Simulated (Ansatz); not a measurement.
B: which structure is lowest?

Computed with DFT, PBEsol, plane waves (420 eV) with PAW, scalar-relativistic (Ansatz 0.2.0). (PAW data from PBE, frozen cores regenerated.)

Each structure is relaxed within its own symmetry, so a high-lying one may be dynamically unstable.

(1) Rank these structures of boron by energy per atom, lowest first.
A. fcc
B. diamond
C. alpha-rhombohedral (B12)
D. A15
E. simple cubic
F. bcc

| structure | ΔE (meV/atom) | V (Å³/atom) | cell | magnetic state |
| --- | --- | --- | --- | --- |
| alpha-rhombohedral (B12) | 0 | 7.15 | a = 4.877 Å, c = 12.498 Å (c/a = 2.563) | spin not included |
| diamond | 975 | 8.20 | a = 4.033 Å | spin not included |
| simple cubic | 1058 | 6.61 | a = 1.876 Å | spin not included |
| fcc | 1287 | 5.82 | a = 2.856 Å | spin not included |
| A15 | 1472 | 6.08 | a = 3.650 Å | spin not included |
| bcc | 1648 | 6.07 | a = 2.298 Å | spin not included |

ΔE counts from alpha-rhombohedral (B12).

Differences under about 8 meV lie within the error of the k-point mesh.

## Answers

(1) C (0 meV/atom), B (975 meV/atom), E (1058 meV/atom), A (1287 meV/atom), D (1472 meV/atom), F (1648 meV/atom).
